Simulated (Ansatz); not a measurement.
**SnO: single point with PBE**

SnO:

```xyz
4
Lattice="3.8137 0.0000 0.0000 0.0000 3.8137 0.0000 0.0000 0.0000 4.8869" Properties=species:S:1:pos:R:3 pbc="T T T"
Sn    1.9068    0.0000    3.7367
Sn    0.0000    1.9068    1.1503
O     0.0000    0.0000    0.0000
O     1.9068    1.9068    0.0000
```

The cell is a database's computed one.

| Property | Result |
| --- | --- |
| Program | Ansatz 0.2.0 |
| Task | single point |
| Functional | PBE |
| Potentials or basis | Ansatz PAW |
| Cutoff | 420 eV (not typed: the program's choice for these potentials) |
| k mesh | 7 × 7 × 6 |
| Occupations | gaussian, width 0.013 eV |
| Spin | no spin polarisation |

* Pressure: 3.6 GPa
* Largest force: 0.370 eV/Å
* Band gap on the k mesh: 0.37 eV, indirect (least direct gap 2.07 eV)

Forces in eV/Å, atoms in the order of the input:
```
Sn   0.000  0.000 -0.370
Sn   0.000  0.000  0.370
O    0.000  0.000  0.000
O    0.000  0.000  0.000
```

Stress tensor (GPa, compression positive):
```
3.92 0.00 0.00
0.00 3.92 0.00
0.00 0.00 2.97
```

Levels at points of the mesh, in eV from the valence-band top:
```csv
k point,band 16,band 17,band 18,band 19,band 20,band 21,band 22,band 23,band 24
"(0.00, 0.00, 0.00)",-6.24,-3.47,-3.17,-3.17,0.00,2.07,4.29,4.72,4.72
"(0.00, 0.00, -0.50)",-3.53,-3.20,-3.19,-3.19,-2.22,1.73,3.03,3.03,3.69
```

It took 7.4 s on 2 threads of Intel(R) Xeon(R) Processor @ 2.50GHz (Skylake/Cascade Lake) (shared host), peak memory 0.38 GiB.

Caveat: odd divisions of the mesh miss points on the zone boundary, where band edges often lie, so the gap on the mesh can be too wide; the pressure holds a Pulay correction of +0.5 GPa for the finite cutoff; spin-orbit coupling is left out, which moves the levels of the heavy elements. A hybrid or GW would open this gap; PBE tends to underestimate it.
